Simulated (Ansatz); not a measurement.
**Comparing deformations in GaN**

Level of theory: Ansatz 0.2.0, DFT PBE, scalar-relativistic, plane waves, PAW. The runs took a 420 eV cutoff, a Γ-centred 10×10×10 mesh and Gaussian smearing (0.05 eV). No spin polarisation. Energies are free energies at this smearing, counted from the undisturbed cell; pressure is positive in compression.

The starting cell (relaxed at this level; this zinc-blende form isn't the usual structure):

```
Ga N
1.0
     0.00000    2.27424    2.27424
     2.27424    0.00000    2.27424
     2.27424    2.27424    0.00000
Ga N
1 1
Direct
  0.00000 0.00000 0.00000
  0.75000 0.75000 0.75000
```

The cell is strained by ε times a Voigt pattern (xx, yy, zz, yz, xz, xy; engineering shear) with fractional coordinates fixed. τ = (1/V0) dE/dε comes from the stress tensor. Of each scan, only the three points used here are listed.

```csv
pattern,ε,τ (GPa)
"(0, 0, 0, 1, 0, 0)",-0.0075,-1.32
"(0, 0, 0, 1, 0, 0)",0.0000,0.00
"(0, 0, 0, 1, 0, 0)",0.0075,1.32
"(0, 0, 1, 0, 0, 0)",-0.0150,-3.86
"(0, 0, 1, 0, 0, 0)",0.0000,0.00
"(0, 0, 1, 0, 0, 0)",0.0150,3.75
"(1, 1, 0, 0, 0, 0)",-0.0150,-12.16
"(1, 1, 0, 0, 0, 0)",0.0000,-0.01
"(1, 1, 0, 0, 0, 0)",0.0150,10.96
```

**Question.** Which constants do the scans give, and which deformation costs least for the same size of strain tensor?

**Answer.** The slope dτ/dε at zero (parabola through three points) is pᵀCp: (0, 0, 0, 1, 0, 0) gives C44 = 176 GPa; (0, 0, 1, 0, 0, 0) gives C11 = 254 GPa; (1, 1, 0, 0, 0, 0) gives 2(C11 + C12) = 771 GPa. The size of the strain tensor, ε:ε, is ε² times 0.5, 1.0, 2.0. Per unit of it the stiffnesses are 352, 254, 385 GPa, so (0, 0, 1, 0, 0, 0) is the softest of these: at ε:ε = (1 %)² the quadratic term costs 0.93 meV/atom against 1.41 for the stiffest. These are clamped-ion values.

**Question.** What else follows for this cubic crystal?

**Answer.** From the unrounded slopes C11 = 253.5 and C12 = 131.9 GPa, so B = (C11 + 2 C12)/3 = 172 GPa and the Poisson ratio for a pull along a cube edge is C12/(C11 + C12) = 0.34.

**Question.** How anisotropic is this cubic crystal?

**Answer.** Zener's ratio 2 C44/(C11 − C12) = 2.89 with clamped ions; it is 1 for an isotropic solid.

Forces appear on the atoms along this scan, and letting them relax would lower the energy and soften the response.